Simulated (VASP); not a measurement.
Write an ASE script for VASP 6.6.1 that does the following.

```yaml
Task: single point
Functional: PBEsol
Potentials_or_basis: VASP PAW PBE potentials, release 64 (Hf_pv, N)
Cutoff: 520 eV
k_mesh: 10 × 10 × 10
Occupations: gaussian, width 0.02 eV
Spin: no spin polarisation
Further_INCAR_settings: ALGO = Normal; EDIFF = 1.00e-06; NBANDS = 14
```

Crystal: HfN.

```xyz
2
Lattice="0.0000 2.2560 2.2560 2.2560 0.0000 2.2560 2.2560 2.2560 0.0000" Properties=species:S:1:pos:R:3 pbc="T T T"
Hf    0.0000    0.0000    0.0000
N     2.2560    2.2560    2.2560
```

These files were run (other wordings do the same):

run.py

```python
from ase import Atoms
from ase.calculators.vasp import Vasp
from ase.dft.bandgap import bandgap

atoms = Atoms(
    ['Hf', 'N'],
    cell=[[0.0, 2.256, 2.256], [2.256, 0.0, 2.256], [2.256, 2.256, 0.0]],
    scaled_positions=[[0.0, 0.0, 0.0], [0.5, 0.5, 0.5]],
    pbc=True,
)
calc = Vasp(
    directory='calc',
    xc='pbesol',
    pp='PBE',
    setups='materialsproject',
    prec='Accurate',
    encut=520,
    ediff=1e-06,
    ismear=0,
    sigma=0.02,
    lreal=False,
    lasph=True,
    nelm=60,
    algo='Normal',
    isif=2,
    lwave=False,
    lcharg=False,
    kpts=[10, 10, 10],
    gamma=True,
    nbands=14,
)
atoms.calc = calc

print('energy (eV):', atoms.get_potential_energy())
print('free energy (eV):', atoms.get_potential_energy(force_consistent=True))
print('forces (eV/A):')
print(atoms.get_forces())
print('stress (eV/A^3, Voigt):', atoms.get_stress())
print('Fermi level (eV):', calc.get_fermi_level())
gap, top, bottom = bandgap(calc)
print('band gap (eV):', gap, 'from (spin, k, band)', top, 'to', bottom)
```

Potentials or basis: VASP PAW PBE potentials, release 64 (Hf_pv, N).

Launch:

```bash
$ python run.py
```

Results of the run:

The pressure is -4.1 GPa and the band gap on the k mesh is none (metal or under the smearing width).

Caveat: the PAW data sets were made with another functional, which shifts forces and pressure a little.

Run time: 11 s on 1 thread of Intel(R) Xeon(R) Platinum 8488C (Sapphire Rapids), on a shared host, peak memory 0.14 GiB.
